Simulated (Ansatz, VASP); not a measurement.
# GaPPt5: VASP beside Ansatz, part 2 of 2

Aim: how closely do two programs agree when they are given the same cell, functional and k mesh?

VASP 6.6.1 and Ansatz 0.2.0.

So far: The starting structure; Ansatz: relaxation of cell and atoms, r2SCAN.

### 3. VASP: relaxation of cell and atoms, r2SCAN

Level of this step: r2SCAN; plane waves and PAW (Ga_d, P, Pt) (VASP).

The same cell, functional, mesh and smearing now go to VASP, with its own data sets and cutoff.

Lines of VASP's logs that name or quote its potential files are left out, and so is its time.

INCAR reads:

```
SYSTEM = GaPPt5
PREC = Accurate
ENCUT = 520
EDIFF = 1E-06
NELM = 100
ISMEAR = -1
SIGMA = 0.05
LREAL = .FALSE.
ALGO = Normal
METAGGA = R2SCAN
LASPH = .TRUE.
NBANDS = 42
LORBIT = 11
LWAVE = .FALSE.
LCHARG = .FALSE.
KPAR = 8
IBRION = 2
NSW = 60
ISIF = 3
EDIFFG = -0.01
```

POSCAR reads:

```
GaPPt5
1.0
    3.9176303600      0.0000000000      0.0000000000
    0.0000000000      3.9176303600      0.0000000000
    0.0000000000      0.0000000000      6.8845979100
Ga P Pt
1 1 5
Direct
    0.5000000000      0.5000000000      0.0000000000
    0.0000000000      0.0000000000      0.5000000000
    0.0000000000      0.5000000000      0.2899181300
    0.0000000000      0.5000000000      0.7100818700
    0.5000000000      0.0000000000      0.2899181300
    0.5000000000      0.0000000000      0.7100818700
    0.0000000000      0.0000000000      0.0000000000
```

KPOINTS reads:

```
Automatic mesh
0
Gamma
6 6 4
0 0 0
```

PAW data sets: Ga_d, P and Pt (PBE family, release 64).

Run with:

```sh
> mpirun -np 8 vasp_std
```

Numbers of over 12 decimals in the logs are rounded to 6 here.

The log of the run:

```text
[banner, memory and clock lines left out]
running    8 mpi-ranks, on    1 nodes
 distrk:  each k-point on    1 cores,    8 groups
 distr:  one band on    1 cores,    1 groups

 POSCAR found type information on POSCAR GaP Pt
 POSCAR found :  3 types and       7 ions
|                                                                             |
|           W    W    AA    RRRRR   N    N  II  N    N   GGGG   !!!           |
|           W    W   A  A   R    R  NN   N  II  NN   N  G    G  !!!           |
|           W    W  A    A  R    R  N N  N  II  N N  N  G       !!!           |
|           W WW W  AAAAAA  RRRRR   N  N N  II  N  N N  G  GGG   !            |
|           WW  WW  A    A  R   R   N   NN  II  N   NN  G    G                |
|           W    W  A    A  R    R  N    N  II  N    N   GGGG   !!!           |
|                                                                             |
|     For optimal performance we recommend to set                             |
|       NCORE = 2 up to number-of-cores-per-socket                            |
|     NCORE specifies how many cores store one orbital (NPAR=cpu/NCORE).      |
|     This setting can greatly improve the performance of VASP for DFT.       |
|     The default, NCORE=1 might be grossly inefficient on modern             |
|     multi-core architectures or massively parallel machines. Do your        |
|     Unfortunately you need to use the default for GW and RPA                |
|     calculations (for HF NCORE is supported but not extensively tested      |
|     yet).                                                                   |
|                                                                             |

|                                                                             |
|               ----> ADVICE to this user running VASP <----                  |
|                                                                             |
|     You enforced a specific xc type in the INCAR file but a different       |
|     [... a line on the potential file left out ...]
|     I HOPE YOU KNOW WHAT YOU ARE DOING!                                     |
|                                                                             |

 LDA part: xc-table for (None), standard interpolation
 POSCAR, INCAR and KPOINTS ok, starting setup
 FFT: planning ... GRIDC
 FFT: planning ... GRID_SOFT
 FFT: planning ... GRID
 WAVECAR not read
 entering main loop
       N       E                     dE             d eps       ncg     rms          rms(c)
DAV:   1     0.393230430672E+03    0.39323E+03   -0.32966E+04  2824   0.213E+03
DAV:   2    -0.220698412614E+03   -0.61393E+03   -0.58182E+03  2784   0.578E+02
DAV:   3    -0.296335958599E+03   -0.75638E+02   -0.71883E+02  2900   0.145E+02
DAV:   4    -0.299863549910E+03   -0.35276E+01   -0.34874E+01  2862   0.335E+01
DAV:   5    -0.299969352038E+03   -0.10580E+00   -0.10560E+00  3332   0.541E+00    0.285E+01
DAV:   6    -0.281503565028E+03    0.18466E+02   -0.14849E+01  2680   0.226E+01    0.151E+01
DAV:   7    -0.281440293945E+03    0.63271E-01   -0.12764E+00  3000   0.871E+00    0.726E+00
DAV:   8    -0.281418158150E+03    0.22136E-01   -0.41783E-01  2800   0.550E+00    0.207E+00
DAV:   9    -0.281387947426E+03    0.30211E-01   -0.10771E-01  2838   0.257E+00    0.509E-01
DAV:  10    -0.281387549628E+03    0.39780E-03   -0.16243E-02  2942   0.718E-01    0.253E-01
DAV:  11    -0.281387969585E+03   -0.41996E-03   -0.11135E-03  3116   0.227E-01    0.981E-02
DAV:  12    -0.281387983357E+03   -0.13772E-04   -0.32060E-04  2730   0.126E-01    0.244E-02
DAV:  13    -0.281387973744E+03    0.96135E-05   -0.25865E-05  3160   0.326E-02    0.102E-02
DAV:  14    -0.281387967682E+03    0.60621E-05   -0.23886E-06  2080   0.936E-03    0.401E-03
DAV:  15    -0.281387967907E+03   -0.22562E-06   -0.22388E-07  1428   0.268E-03
   1 F= -.28138797E+03 E0= -.28138218E+03  d E =-.281388E+03
[...]
2 F= -.28138837E+03 E0= -.28138259E+03  d E =-.399810E-03
[...]
3 F= -.28138835E+03 E0= -.28138258E+03  d E =-.385869E-03
[...]
4 F= -.28138854E+03 E0= -.28138278E+03  d E =-.189782E-03
[...]
5 F= -.28138855E+03 E0= -.28138278E+03  d E =-.192119E-03
[...]
6 F= -.28138855E+03 E0= -.28138278E+03  d E =-.191649E-03
[...]
7 F= -.28138855E+03 E0= -.28138278E+03  d E =-.191609E-03
 curvature:  -0.03 expect dE=-0.238E-05 dE for cont linesearch -0.465E-09
 trial: gam=-0.13053 g(F)=  0.164E-05 g(S)=  0.840E-04 ort = 0.602E-05 (trialstep = 0.396E+00)
 search vector abs. value=  0.121E-03
 bond charge predicted
       N       E                     dE             d eps       ncg     rms          rms(c)
DAV:   1    -0.281388640991E+03   -0.95656E-04   -0.31927E-03  2592   0.333E-01    0.577E-02
DAV:   2    -0.281388580326E+03    0.60665E-04   -0.18198E-04  2982   0.942E-02    0.249E-02
DAV:   3    -0.281388575946E+03    0.43801E-05   -0.17790E-05  3426   0.341E-02    0.139E-02
DAV:   4    -0.281388574625E+03    0.13214E-05   -0.59549E-06  2724   0.195E-02    0.813E-03
DAV:   5    -0.281388573972E+03    0.65272E-06   -0.17781E-06  1550   0.106E-02
   8 F= -.28138857E+03 E0= -.28138281E+03  d E =-.285863E-04
 trial-energy change:   -0.000029  1 .order   -0.000020   -0.000034   -0.000006
 step:   0.4216(harm=  0.4741)  dis= 0.00014  next Energy=  -281.388574 (dE=-0.288E-04)
 reached required accuracy - stopping structural energy minimisation
```

OUTCAR, selected parts (step 3):

```text
ion  position               nearest neighbor table
   1  0.500  0.500  0.000-   7 2.77   7 2.77   7 2.77   7 2.77   3 2.80   5 2.80   6 2.80   4 2.80
                             3 2.80   4 2.80   5 2.80   6 2.80
   2  0.000  0.000  0.500-   3 2.43   4 2.43   5 2.43   6 2.43   3 2.43   4 2.43   5 2.43   6 2.43

  LATTYP: Found a simple tetragonal cell.
 ALAT       =     3.9176303600
 C/A-ratio  =     1.7573372874

 Subroutine GETGRP returns: Found 16 space group operations
 (whereof 16 operations were pure point group operations)

The static configuration has the point symmetry D_4h.

 Found     30 irreducible k-points:

   k-points           NKPTS =     30   k-points in BZ     NKDIM =     30   number of bands    NBANDS=     42

   dimension x,y,z NGX =    30 NGY =   30 NGZ =   54
   dimension x,y,z NGXF=    60 NGYF=   60 NGZF=  108

   ENCUT  =  520.0 eV  38.22 Ry    6.18 a.u.   7.28  7.28 12.80*2*pi/ulx,y,z

   NELECT =      68.0000    total number of electrons

 k-points in reciprocal lattice and weights: Automatic mesh
   0.00000000  0.00000000  0.00000000       0.007
   0.16666667  0.00000000  0.00000000       0.028
   0.33333333  0.00000000  0.00000000       0.028
   0.50000000  0.00000000  0.00000000       0.014
   0.16666667  0.16666667  0.00000000       0.028
   0.33333333  0.16666667  0.00000000       0.056
   0.50000000  0.16666667  0.00000000       0.028
   0.33333333  0.33333333  0.00000000       0.028
   0.50000000  0.33333333  0.00000000       0.028
[...]
0.50000000  0.33333333  0.50000000       0.028
   0.50000000  0.50000000  0.50000000       0.007

 average (electrostatic) potential at core
       1 -65.0599       2 -82.8172       3 -69.2328       4 -69.2328       5 -69.2328
       6 -69.2328       7 -68.8164

 E-fermi :  10.6383

 k-point     1 :       0.0000    0.0000    0.0000
  band No.  band energies     occupation
    ...
     30       9.0463      2.00000
     31       9.2013      2.00000
     32       9.5517      2.00000
     33       9.5517      2.00000
     34      10.6518      0.86620
     35      10.6954      0.48436
     36      12.2600      0.00000
     37      12.5007      0.00000
     38      14.9472      0.00000
     39      14.9472      0.00000
    ...

 k-point     2 :       0.1667    0.0000    0.0000
  band No.  band energies     occupation
    ...
     30       8.8609      2.00000
     31       8.8670      2.00000
     32       9.0493      2.00000
     33       9.3082      2.00000
     34      10.1690      1.99983
     35      11.3296      0.00000
     36      12.0765      0.00000
     37      13.0845      0.00000
     38      13.8909      0.00000
     39      14.2702      0.00000
    ...

 k-point     3 :       0.3333    0.0000    0.0000
  band No.  band energies     occupation
    ...
     30       8.2857      2.00000
     31       8.5522      2.00000
     32       8.8375      2.00000
     33       9.0497      2.00000
     34       9.7167      2.00000
     35      11.1975      0.00003
     36      11.7202      0.00000
     37      12.2905      0.00000
     38      13.8950      0.00000
     39      14.5810      0.00000
    ...

  Total        0.0236876      0.0236876     -0.0168854      0.0000000      0.0000000      0.0000000
  in kB        0.3589761      0.3589761     -0.2558907      0.0000000      0.0000000      0.0000000
  external PRESSURE =       0.1540205 kB  Pullay stress =       0.0000000 kB

  energy-cutoff  :      520.00
  volume of cell :      105.72
      direct lattice vectors                 reciprocal lattice vectors
     3.914138475 -0.000000000  0.000000000     0.255484063  0.000000000 -0.000000000
     0.000000000  3.914138475  0.000000000    -0.000000000  0.255484063  0.000000000
     0.000000000 -0.000000000  6.900721204    -0.000000000 -0.000000000  0.144912390

 POSITION                                       TOTAL-FORCE (eV/Angst)
 -----------------------------------------------------------------------------------
      1.95707      1.95707      0.00000         0.000000     -0.000000      0.000000
      3.91414     -0.00000      3.45036         0.000000     -0.000000      0.000000
      0.00000      1.95707      2.00473         0.000000     -0.000000      0.002892
      0.00000      1.95707      4.89600        -0.000000      0.000000     -0.002892
      1.95707     -0.00000      2.00473         0.000000     -0.000000      0.002892
      1.95707     -0.00000      4.89600        -0.000000      0.000000     -0.002892
      3.91414      0.00000      0.00000         0.000000     -0.000000      0.000000
 -----------------------------------------------------------------------------------
    total drift:                                0.000000      0.000000      0.000000

  FREE ENERGIE OF THE ION-ELECTRON SYSTEM (eV)
  ---------------------------------------------------
  free  energy   TOTEN  =      -281.3885739719 eV

  energy  without entropy=     -281.3770499068  energy(sigma->0) =     -281.38281194

 reached required accuracy - stopping structural energy minimisation

 total charge
# of ion       s       p       d       tot
------------------------------------------
    1        0.770   0.648  10.053  11.470
    2        0.959   1.387   0.000   2.346
    3        0.629   0.623   8.179   9.430
    4        0.629   0.623   8.179   9.430
    5        0.629   0.623   8.179   9.430
    6        0.629   0.623   8.179   9.430
    7        0.613   0.552   8.192   9.356
--------------------------------------------------
tot          4.856   5.078  50.960  60.893

[... 3 further parts left out ...]
```

CONTCAR:

```
GaPPt5
   1.00000000000000
     3.9141384752175830   -0.0000000000000000    0.0000000000000000
     0.0000000000000000    3.9141384752175830    0.0000000000000000
     0.0000000000000000   -0.0000000000000000    6.9007212043832125
  Ga              P               Pt
     1     1     5
Direct
     0.5000000000000000    0.5000000000000000    0.0000000000000000
     1.0000000000000000    0.0000000000000000    0.5000000000000000
     0.0000000000000000    0.5000000000000000    0.2905095336601297
     0.0000000000000000    0.5000000000000000    0.7094904663398703
     0.5000000000000000    0.0000000000000000    0.2905095336601297
     0.5000000000000000    0.0000000000000000    0.7094904663398703
     1.0000000000000000    0.0000000000000000    0.0000000000000000
```

The run keeps the 16 symmetry operations of its start, so it cannot find a distortion of lower symmetry.

### 4. Comparison

Known differences besides the potentials themselves: VASP keeps PBE cores, Ansatz makes them for the functional; both relaxations stop at a tolerance, which leaves soft axes loose, and VASP keeps its plane-wave basis; the data sets hold 108 valence electrons in Ansatz (default PAW (the set named soft_2) files) and 68 in VASP; the cutoff is 500 eV in Ansatz and 520 eV in VASP; Ansatz adds a Pulay correction to the stress that steers its cell, VASP none. Total energies have different zeros and are not compared.

The two programs side by side:

```
                                         quantity  Ansatz    VASP  difference
                                      volume (Å³)  105.51  105.72     -0.20 %
edge a after relaxation, in the typed setting (Å)   3.912   3.914     -0.06 %
edge c after relaxation, in the typed setting (Å)   6.895   6.901     -0.09 %
```

The walks stopped with 0.00 GPa left in Ansatz and 0.02 GPa in VASP; each walk ends within a tolerance, so the volume difference is uncertain by about these residues over the bulk modulus, most in soft cells.

### 5. Summary of results

| Item | Value |
| --- | --- |
| difference in volume (relaxation of cell and atoms, r2SCAN) | -0.20 % |

What this shows: The difference in volume is -0.20 % (relaxation of cell and atoms, r2SCAN), within the 1.2 % picked in this series as the mark of a large difference, as far as the stopping tolerances let one tell. Such differences can come from data sets, numerical settings and the points named under the comparisons, not from the functional's error against experiment.

[Lines on the potential files, build, host, timing and source positions are cut from VASP's logs without a mark.]

[Logs are printed without paths, hosts, clocks, repeated set-up lines and the standing remarks that a program may print on its own settings, such as how far it seeks lower states.]

[Hosts, paths, dates, database ids (printed as entryN), source tags and the programs' standing remarks are cut or masked in the printed files.]
